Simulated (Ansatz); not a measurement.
# V (V, fcc): the cost of one run

Computed with Ansatz 0.2.0 (DFT r2SCAN, plane waves (500 eV) with PAW, scalar-relativistic; the PAW data stem from PBE, with regenerated cores, unless a step says otherwise).

### 1 The system as given

Symmetry: Fm-3m, No. 225, cubic system. Conventional cell: a = 3.810 Å, b = 3.810 Å, c = 3.810 Å, α = 90.00°, β = 90.00°, γ = 90.00°. V (site symmetry m-3m) is surrounded by 12 V at 2.69 Å.

Coordinates:

```
V
1.0
     0.00000    1.90500    1.90500
     1.90500    0.00000    1.90500
     1.90500    1.90500    0.00000
V
1
Direct
  0.00000 0.00000 0.00000
```

### 2 Geometry optimisation

The input, input.yaml:

```yaml
crystal:
  lattice:
    - [0.0, 1.9050006274, 1.9050006274]
    - [1.9050006274, 0.0, 1.9050006274]
    - [1.9050006274, 1.9050006274, 0.0]
  atoms:
    - { symbol: V, position: [0.0, 0.0, 0.0] }
hamiltonian:
  xc: r2scan
  pseudopotentials:
    kind: paw
    azcp:
      V: "pseudopotentials/V.paw.azcp"
basis:
  ecutwfc: 500
  fft_grid_basis: typed
kpoints:
  mp_grid: { grid: [14, 14, 14], shift: [0, 0, 0] }
magnetization:
  spin_polarized: false
scf:
  occupations: { method: fermi_dirac, width: 0.1 }
relax:
  max_steps: 60
  f_tol: 0.01
  cell: {}
```

On the command line:

```bash
ansatz run input.yaml --threads 1 --pin off --max-ram 3584MiB --backend cpu --events-out ev --progress --plain --runs-dir out
```

Q: Estimate wall time and peak memory on 1 thread of Intel Xeon Platinum 8259CL at 2.50GHz (Skylake/Cascade Lake), shared host.

About 14 s, with a peak of 0.53 GiB.
